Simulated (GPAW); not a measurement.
## InP in GPAW: convergence with bands over plane waves of the response

Input of the first run (bands over plane waves of the response 0.15); the others differ in this setting and in those tied to it:

File run.py:

```python
import json
import numpy as np
from ase.dft.bandgap import bandgap
from ase.io import write
from ase.spacegroup import crystal
from gpaw import GPAW, PW
from gpaw.response.g0w0 import G0W0

# In 4a
# P 4c
atoms = crystal(['In', 'P'],
                basis=[[0.0, 0.0, 0.0],
                       [0.25, 0.25, 0.25]],
                spacegroup=216, setting=1,  # F-43m
                cellpar=[5.861, 5.861, 5.861, 90.0, 90.0, 90.0],
                primitive_cell=True)

calc = GPAW(mode=PW(500),
            xc='LDA',
            kpts={'size': (4, 4, 4), 'gamma': True},
            occupations={'name': 'fermi-dirac', 'width': 0.001},
            nbands=18,
            convergence={'density': 1e-06},
            maxiter=150,
            txt='gpaw.txt')
atoms.calc = calc
energy = atoms.get_potential_energy()
calc.write('gs.gpw')
write('result.traj', atoms)
print(f'Energy: {energy:.6f} eV')
print('Fermi level:', round(calc.get_fermi_level(), 4), 'eV')
print(f'Gap: {bandgap(calc)[0]:.4f} eV, direct: {bandgap(calc, direct=True)[0]:.4f} eV')

calc.diagonalize_full_hamiltonian(nbands=26)
calc.write('full.gpw', mode='all')

ibz = calc.get_ibz_k_points()
gap, vbm, cbm = bandgap(calc, output=None)
gap, direct, _ = bandgap(calc, direct=True, output=None)
gamma = int(np.abs(ibz).sum(1).argmin())
kpts = sorted({gamma, vbm[1], cbm[1], direct[1]})
gw = G0W0(calc='full.gpw',
          filename='gw',
          ecut=120,
          ecut_extrapolation=False,
          relbands=(-1, 1),
          kpts=kpts,
          integrate_gamma='WS',
          nbands=22,
          ppa=True)
gw.calculate()
results = {mode: {key: np.asarray(r[key]).tolist() for key in ['f', 'eps', 'vxc', 'exx', 'sigma', 'Z', 'qp', 'sigma_eskn']}
           for mode, r in gw.all_results.items()}
json.dump({'kpts': ibz[kpts].tolist(), 'results': results}, open('gw.json', 'w'))
for mode, r in results.items():
    f, qp = np.array(r['f']), np.array(r['qp'])
    print(mode, 'quasiparticle energies (eV):')
    print(qp.round(3))
    print(mode, 'gap:', round(qp[f < 0.5].min() - qp[f > 0.5].max(), 4), 'eV')
```

Potentials or basis: the program's PAW data sets (release 1.2.1) made for this functional, pw.

The run is started by

```console
$ OMP_NUM_THREADS=1 python run.py
```

Hardware: 1 thread of Arm Neoverse V1 (shared host).

Q: The values tried are 0.15, 0.25, 0.4, 0.6, 0.8, 1, 1.4, loosest first. From which on does the quasiparticle gap at the points computed stay within 0.05 eV of the tightest run that finished?

A: From 0.25 on.

```
bands over plane waves of the response  quasiparticle gap at the points computed (eV)  SCF cycles  CPU time (s)  peak memory (GiB)
                                  0.15                                          1.318          10            37                0.4
                                  0.25                                          1.259          10            45               0.41
                                   0.4                                          1.233          10            56               0.41
                                   0.6                                          1.227          10            72               0.42
                                   0.8                                          1.223          10            88               0.42
                                     1                                          1.228          10           100               0.43
                                   1.4                                          1.231          10           140               0.44
```

The tightest run that finished is the yardstick and may itself not be fully converged.

Caveat, for the tightest run too: the k mesh is coarse (spacing up to 0.46 Å⁻¹), so the values aren't converged; the quasiparticle gap is taken among the few k points that were corrected; the long-wavelength limit can be off by a per cent or two; spin-orbit coupling is left out, which moves the levels of the heavy elements.
